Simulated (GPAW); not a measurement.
Set up this calculation in GPAW 26.7.0, as an ASE script.

```
Task                : single point
Functional          : PBE
Potentials or basis : GPAW PAW data sets (gpaw-data 1.2.1)
Cutoff              : 600 eV
Basis               : pw
k mesh              : 12 × 12 × 11
Occupations         : fermi-dirac, width 0.05 eV
Spin                : no spin polarisation
Maxiter             : 150
```

The system is Si.

```
Si
1.0
     2.66243   -0.04955   -0.00683
    -1.37367    2.23857    0.04190
    -0.00664    0.04185    2.48776
Si
1
Direct
  0.00000 0.00000 0.00000
```

The cell isn't the ideal one: strain = -0.01; cell sheared at random, sigma 0.03, atoms nudged by 0.01 Å.

One way to write it, as run:

run.py

```python
from ase import Atoms
from ase.dft.bandgap import bandgap
from ase.io import write
from ase.units import GPa
from gpaw import GPAW, PW

atoms = Atoms(['Si'],
              cell=[[2.6624315117, -0.0495535815, -0.00683095],
                    [-1.3736707334, 2.2385732396, 0.04189651],
                    [-0.0066381282, 0.0418517852, 2.48776073]],
              scaled_positions=[[0.0, 0.0, 0.0]],
              pbc=True)

calc = GPAW(mode=PW(600),
            xc='PBE',
            kpts={'size': (12, 12, 11), 'gamma': True},
            occupations={'name': 'fermi-dirac', 'width': 0.05},
            nbands=8,
            convergence={'density': 1e-05, 'energy': 1e-05},
            maxiter=150,
            txt='gpaw.txt')
atoms.calc = calc
energy = atoms.get_potential_energy()
forces = atoms.get_forces()
stress = atoms.get_stress()
calc.write('gs.gpw')
write('result.traj', atoms)
print(f'Energy: {energy:.6f} eV')
print('Forces (eV/A):')
print(forces.round(4))
print('Stress (GPa):', (stress / GPa).round(3))
print('Fermi level:', round(calc.get_fermi_level(), 4), 'eV')
print(f'Gap: {bandgap(calc)[0]:.4f} eV, direct: {bandgap(calc, direct=True)[0]:.4f} eV')
```

Potentials or basis: GPAW PAW data sets (gpaw-data 1.2.1), pw.

Run with:

```sh
$ OMP_NUM_THREADS=1 python run.py
```

Results of the run:

The pressure is 4.0 GPa and the band gap on the k mesh is none (metal or under the smearing width).

Caveat: the density grid can change from cell to cell, which puts small steps into energies and stress.

Wall time 36 s on 1 thread of Arm Neoverse V2 (shared host), peak memory 0.24 GiB.
